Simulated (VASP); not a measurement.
Crystal: Al.

```
CELL_PARAMETERS angstrom
2.86335 0.00000 0.00000
-1.43167 2.47973 0.00000
0.00000 0.00000 4.67585
ATOMIC_POSITIONS crystal
Al 0.33333 0.66667 0.25000
Al 0.66667 0.33333 0.75000
```

This isn't the form of Al at room conditions, which is fcc.

```yaml
Program: VASP 6.6.1
Task: relaxation of cell and atoms
Functional: r2SCAN
Potentials_or_basis: VASP PAW PBE potentials, release 64 (Al)
Cutoff: 600 eV
k_mesh: 18 × 18 × 10
Occupations: gaussian, width 0.1 eV
Spin: no spin polarisation
```

At the start: pressure -3.3 GPa; volume 16.60 Å³/atom.

Question: How do energy, volume and symmetry change on relaxing?

Answer: Over 8 steps the energy falls by 7.1 meV/atom and the volume is 15.95 Å³/atom (-3.9 %); space group P6_3/mmc (No. 194, to 0.05 Å).

Step by step:
```csv
step,energy change (eV),largest force (eV/Å),pressure (GPa),volume (Å³)
1,0.0000,0.0000,-3.25,33.20
2,-0.0134,0.0000,0.82,31.61
3,-0.0140,0.0000,0.04,31.88
4,-0.0140,0.0000,-0.04,31.91
5,-0.0141,0.0000,-0.03,31.91
6,-0.0142,0.0000,-0.02,31.90
7,-0.0142,0.0000,-0.03,31.90
8,-0.0142,0.0000,-0.03,31.90
```

Final structure:
```
Al
1.0
     2.83218    0.00000    0.00000
    -1.41609    2.45274    0.00000
     0.00000    0.00000    4.59272
Al
2
Direct
  0.33333 0.66667 0.25000
  0.66667 0.33333 0.75000
```

Caveat: the PAW data sets were made with another functional, which shifts forces and pressure a little.
